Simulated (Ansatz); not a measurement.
## AlN: relaxation of cell and atoms with BLYP+D4

AlN:

```
Al N
1.0
     0.00000    2.18399    2.18399
     2.18399    0.00000    2.18399
     2.18399    2.18399    0.00000
Al N
1 1
Direct
  0.00000 0.00000 0.00000
  0.25000 0.25000 0.25000
```

Measurements of this composition are mostly on another form, of space group No. 186.

| Item | Value |
| --- | --- |
| Program | Ansatz 0.2.0 |
| Task | relaxation of cell and atoms |
| Functional | BLYP |
| Dispersion | D4 |
| Potentials or basis | all-electron LAPW, scalar-relativistic |
| Basis error allowed | 0.001 eV/atom |
| k mesh | 10 × 10 × 10 |
| Occupations | fermi-dirac, width 0.05 eV |
| Spin | no spin polarisation |

The relaxed volume is 10.33 Å³/atom. The relaxed cell is a = 3.080 Å, b = 3.080 Å, c = 3.080 Å, α = 60.00°, β = 60.00°, γ = 60.00°, the space group after relaxing (to 0.05 Å) is F-43m (No. 216) and the energy gained by relaxing is 0.5 meV/atom. The ionic steps are 4 and the pressure after relaxing is 0.0 GPa. The band gap on the k mesh is 3.68 eV.

Step by step:
```csv
step,energy change (eV),largest force (eV/Å),volume (Å³)
1,0.0000,0.0000,20.83
2,-0.0007,0.0000,20.75
3,-0.0010,0.0000,20.66
4,-0.0010,0.0000,20.66
```

Final structure:
```xyz
2
Lattice="0.0000 2.1777 2.1777 2.1777 0.0000 2.1777 2.1777 2.1777 0.0000" Properties=species:S:1:pos:R:3 pbc="T T T"
Al    0.0000    0.0000    0.0000
N     1.0889    1.0889    1.0889
```

Run time: 24 s on 1 thread of Arm Neoverse V1, on a shared host, peak memory 0.27 GiB.

A k mesh can miss the band edges. Expect the measured gap to be larger: semilocal functionals such as BLYP lack the derivative discontinuity.
